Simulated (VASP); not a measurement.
Here is a VASP 6.6.1 calculation.

INCAR

```
PREC = Normal
ENCUT = 520
EDIFF = 1E-7
ISMEAR = 0
SIGMA = 0.05
LREAL = False
LASPH = True
NELM = 60
ALGO = Normal
ISIF = 2
LWAVE = False
LCHARG = True
METAGGA = R2SCAN
LMIXTAU = True
IVDW = 12
VDW_S6 = 1.0
VDW_S8 = 0.78981345
VDW_A1 = 0.49484001
VDW_A2 = 5.73083694
LELF = True
AMIX = 0.2
BMIX = 1E-4
AMIX_MAG = 0.8
BMIX_MAG = 1E-4
```

KPOINTS

```
regular mesh
0
Gamma
  10 10 10
```

POSCAR

```
HfC
1.0
    0.0000000000      2.3250000000      2.3250000000
    2.3250000000      0.0000000000      2.3250000000
    2.3250000000      2.3250000000      0.0000000000
Hf C
1 1
Direct
    0.5000000000      0.5000000000      0.5000000000
    0.0000000000      0.0000000000      0.0000000000
```

Potentials or basis: VASP PAW PBE potentials, release 64 (Hf_pv, C).

Launch:

```bash
$ cat potpaw_PBE.64/Hf_pv/POTCAR potpaw_PBE.64/C/POTCAR > POTCAR
$ mpirun -np 1 vasp_std > vasp.out
```

Problem. What does it give for the dispersion energy per atom?

Solution. -0.170 eV.

Problem. Predict the pressure.

Solution. -4.7 GPa.

Problem. What does it give for the band gap on the k mesh?

Solution. None (metal or under the smearing width).

Caveat: the PAW data sets were made with another functional, which shifts forces and pressure a little; pairwise dispersion overbinds metals, which lowers pressure and volume. Spin-orbit coupling is left out, which matters for the levels of Hf.
